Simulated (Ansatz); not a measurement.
Runs of Ansatz 0.2.0 on SnSe2. Symmetry: P-3m1, No. 164, trigonal system. Conventional cell: a = 3.811 Å, b = 3.811 Å, c = 6.136 Å, α = 90.00°, β = 90.00°, γ = 120.00°. Sn (site symmetry -3m) is surrounded by 6 Se at 2.68 Å. Se (site symmetry 3m) is surrounded by 3 Sn at 2.68 Å. 

```csv
task,level,cutoff (eV),points for each segment of the path,gap on the mesh (eV),pressure (GPa),V0 of scaled cells (Å³/atom),B0 (GPa),largest force (eV/Å)
equation of state,r2SCAN,500,-,-,-,27.00,66,-
band structure,r2SCAN,500,14,1.10,(b),-,-,0.52
equation of state,LDA,420,-,-,-,(a),69,-
band structure,LDA,420,14,0.67,0.8,-,-,0.48
```

Alike in all rows: potentials or basis Ansatz PAW; no spin polarisation; cell as given; k mesh 8 × 8 × 5; smearing fermi-dirac 0.05 eV.

Estimate the missing entries.

(a) 26.02; (b) 3.6.

Caveats: the cell was scaled at fixed shape and fractional positions, which overstates the stiffness of a crystal with free parameters, most of all of layers and chains (some runs); the k mesh misses the band edges, so the gap on the mesh is wider than the one along the path (some runs); spin-orbit coupling is left out, which moves the levels of the heavy elements (some runs); the PAW data sets come from PBE, with cores solved anew for the run's functional, which leaves a small shift of forces and pressure (some runs); the PAW data sets were made with another functional, which shifts forces and pressure a little (some runs).

A k mesh can miss the band edges, and the runs leave out spin-orbit coupling on Se, Sn.

Runs at the PBE level aren't shown here.
